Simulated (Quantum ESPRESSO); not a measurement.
Runs of Quantum ESPRESSO 7.5 on Ti. It takes space group P6_3/mmc (No. 194, hexagonal). Conventional cell: a = 2.950 Å, b = 2.950 Å, c = 4.680 Å, α = 90.00°, β = 90.00°, γ = 120.00°. Ti (site symmetry -6m2) has 12 Ti at 2.89 to 2.95 Å as nearest neighbours. 

| task | level | potentials or basis | cell | most ionic steps | forc conv thr | etot conv thr | ion dynamics | cell dynamics | gap on the mesh (eV) | pressure (GPa) |
| --- | --- | --- | --- | --- | --- | --- | --- | --- | --- | --- |
| band structure | PBE | PseudoDojo 0.4.1 SR PBE standard | as given | - | - | - | - | - | none | (a) |
| band structure | PBEsol | PseudoDojo 0.4.1 SR PBEsol standard | as given | - | - | - | - | - | none | -5.6 |
| relaxation of cell and atoms | PBE+D3(BJ) | PseudoDojo 0.4.1 SR PBE standard | relaxed to 0.3 kbar | 40 | 0.0004 Ry/bohr | 1e-05 Ry | bfgs | bfgs | none | 0.0 |
| band structure | LDA | PseudoDojo 0.4.1 SR LDA standard | as given | - | - | - | - | - | none | -9.7 |
| relaxation of cell and atoms | LDA | PseudoDojo 0.4.1 SR LDA standard | relaxed to 0.3 kbar | 40 | 0.0004 Ry/bohr | 1e-05 Ry | bfgs | bfgs | none | 0.0 |

Alike in all rows: no spin polarisation; k mesh 10 × 10 × 6; cutoff (eV) 1143; smearing fermi-dirac 0.05 eV.

Problem. Fill in the values left out.

Solution. (a) -1.3.

Caveats: pairwise dispersion overbinds metals, which lowers pressure and volume (some runs).

A gap of «none» marks a metal or a gap under the smearing width.
